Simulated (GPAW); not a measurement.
Runs of GPAW 26.7.0 on Sn. It takes space group Im-3m (No. 229, cubic). Conventional cell: a = 3.789 Å, b = 3.789 Å, c = 3.789 Å, α = 90.00°, β = 90.00°, γ = 90.00°. Around Sn (site symmetry m-3m) lie 8 Sn at 3.28 Å. This isn't the form of Sn at room conditions, which is tetragonal (white tin).

```tsv
task	level	potentials or basis	cell	k mesh	cutoff (eV)	smearing	maxiter	convergence	smearing order	band path	band points	gap on the mesh (eV)	pressure (GPa)
single point	PBE	GPAW PAW data sets (gpaw-data 1.2.1), pw	as given	10 × 10 × 10	600	fermi-dirac 0.05 eV	150	-	-	-	-	none	0.4
single point	LDA	the program's PAW data sets (release 1.2.1) made for this functional, pw	as given	8 × 8 × 8	500	fermi-dirac 0.05 eV	120	default	-	-	-	none	(a)
single point	PBE	GPAW PAW data sets (gpaw-data 1.2.1), pw	cell strained at random at fixed volume	10 × 10 × 10	600	fermi-dirac 0.05 eV	150	-	-	-	-	none	0.4
band structure	PBE	GPAW PAW data sets (gpaw-data 1.2.1), pw	volume scaled by 1.04	10 × 10 × 10	600	methfessel-paxton 0.1 eV	150	-	1	GHNGPH,PN	80	-	-1.3
```

Alike in all rows: no spin polarisation.

Fill in the values left out.

(a) -3.7.

Caveats: the cutoff is short for stress and forces, so pressures can be off by a GPa or more (some runs); this smearing can pin the Fermi level at a band edge (some runs); spin-orbit coupling is left out, which moves the levels of the heavy elements (some runs).

A k mesh can miss the band edges, and the runs leave out spin-orbit coupling on Sn.

A gap of «none» marks a metal or a gap under the smearing width.
